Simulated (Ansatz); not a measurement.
# In (hcp type): the cost of one run

Computed with Ansatz 0.2.0 (DFT, PBE, PAW with Ansatz's default frozen-core files, scalar-relativistic, unless a step's input says otherwise).

1 further run of the same task is left out (it didn't finish).

## (1) Starting point

It takes space group P6_3/mmc (No. 194, hexagonal). Conventional cell: a = 3.398 Å, b = 3.398 Å, c = 5.504 Å, α = 90.00°, β = 90.00°, γ = 120.00°. In (site symmetry -6m2) is surrounded by 12 In at 3.38 to 3.40 Å.

Structure file:

```cif
data_structure
_symmetry_space_group_name_H-M 'P 1'
_symmetry_Int_Tables_number 1
_cell_length_a 3.3977
_cell_length_b 3.3977
_cell_length_c 5.5043
_cell_angle_alpha 90.000
_cell_angle_beta 90.000
_cell_angle_gamma 120.000
_cell_volume 55.03
loop_
_atom_site_label
_atom_site_type_symbol
_atom_site_fract_x
_atom_site_fract_y
_atom_site_fract_z
_atom_site_occupancy
In1 In 0.33333 0.66667 0.25000 1
In2 In 0.66667 0.33333 0.75000 1
```

Whether this phase is the stable one at these pressures isn't tested.

Atoms are numbered in the order of the input: In1, In2.

## (2) Cell relaxed at zero pressure, PAW

File input.yaml:

```yaml
crystal:
  lattice:
    - [3.3976968081, 0.0, 0.0]
    - [-1.698848404, 2.9424917501, 0.0]
    - [0.0, 0.0, 5.5042688291]
  atoms:
    - { symbol: In, position: [0.3333333333, 0.6666666667, 0.25] }
    - { symbol: In, position: [0.6666666667, 0.3333333333, 0.75] }
kpoints:
  mp_grid: { grid: [13, 13, 7] }
scf:
  occupations: { method: fermi_dirac, width: 0.08 }
hamiltonian:
  xc: pbe
  pseudopotentials: { kind: paw }
output:
  forces: true
  stress: true
relax:
  f_tol: 0.005
  max_steps: 40
  cell: {}
```

Launch:

```sh
> ansatz run input.yaml --threads 1 --pin off --max-ram 2048MiB --backend cpu --events-out ev --progress --plain --runs-dir out
```

**Question.** How long does this run take on 1 thread of Intel Xeon 6975P-C (Granite Rapids), shared host, and how much memory does it need?

About 8.9 s, with a peak of 0.43 GiB.
